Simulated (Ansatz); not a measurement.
CsCl (CsCl type), relaxed with r2SCAN, was run in the PAW code Ansatz under altered settings. All numbers are computed, without spin polarisation but where a row says otherwise.

```
CELL_PARAMETERS angstrom
4.14068 0.00000 0.00000
0.00000 4.14068 0.00000
0.00000 0.00000 4.14068
ATOMIC_POSITIONS crystal
Cs 0.00000 0.00000 0.00000
Cl 0.50000 0.50000 0.50000
```

The base run's other keys:
```yaml
kpoints:
  mp_grid: { grid: [4, 4, 4] }
hamiltonian:
  xc: hse06
scf:
  occupations: { method: fixed }
  n_extra_bands: 4
```

It takes 10 iterations with 1357 plane waves at 420 eV and 10 k points, and leaves a mean stress of +0.43 GPa. The gap over this mesh is 6.527 eV. It ran on 4 threads of Arm Neoverse N1 (shared host).

Outcomes, with energy and stress as changes against the base:
```tsv
setting	outcome	ΔF (meV/atom)	Δ mean stress (GPa)	gap on the mesh (eV)	iterations	wall time
scf.exx.ecutfock_ratio: 1	converged	-0.5	0.0	6.527	10	9.4 s
PBE hybrid, exx coeff 1.0, omega 0.2078 1/Å	converged	–	-1.2	10.657	16	15 s
PBE hybrid, exx coeff 0.5, unscreened	converged	–	-0.5	9.336	15	14 s
PBE hybrid, exx coeff 0.2, omega 0.5 1/Å	converged	–	+0.1	5.767	10	12 s
crystal.symmetry.detect: false	converged, warned	0.0	0.0	6.527	11	87 s
```
A dash marks a value that wasn't obtained or can't be compared. Stress is positive in compression. The base took 12 s.

- PBE hybrid, exx coeff 1.0, omega 0.2078 1/Å. That is 100 % exact exchange, screened with ω = 0.2078 1/Å, against HSE06's 25 % screened at 0.208 1/Å. The mean stress moves by -1.2 GPa and the gap on the mesh by +4.130 eV (to 10.657). Totals of different functionals aren't comparable.
- PBE hybrid, exx coeff 0.5, unscreened. That is 50 % exact exchange, at all ranges, against HSE06's 25 % screened at 0.208 1/Å. The mean stress moves by -0.5 GPa and the gap on the mesh by +2.809 eV (to 9.336). Totals of different functionals aren't comparable.
- PBE hybrid, exx coeff 0.2, omega 0.5 1/Å. That is 20 % exact exchange, screened with ω = 0.5 1/Å, against HSE06's 25 % screened at 0.208 1/Å. The mean stress moves by +0.1 GPa and the gap on the mesh by -0.760 eV (to 5.767). Totals of different functionals aren't comparable.
- crystal.symmetry.detect: false. It converges in 11 iterations against the base's 10, on 64 k points in place of 10. This key steers the way to the solution, not the solution: the results stay as they were. Warned: hybrid solves reversed points apart.

Within 1 meV an atom, 0.1 GPa and 0.005 eV of the base stay: scf.exx.ecutfock_ratio: 1; crystal.symmetry.detect: false.

The runs are scalar-relativistic, without spin-orbit coupling.

The stress of a hybrid is loosely converged in these runs.

The meshes of the hybrids are coarse, so their gaps aren't converged to the digits shown.
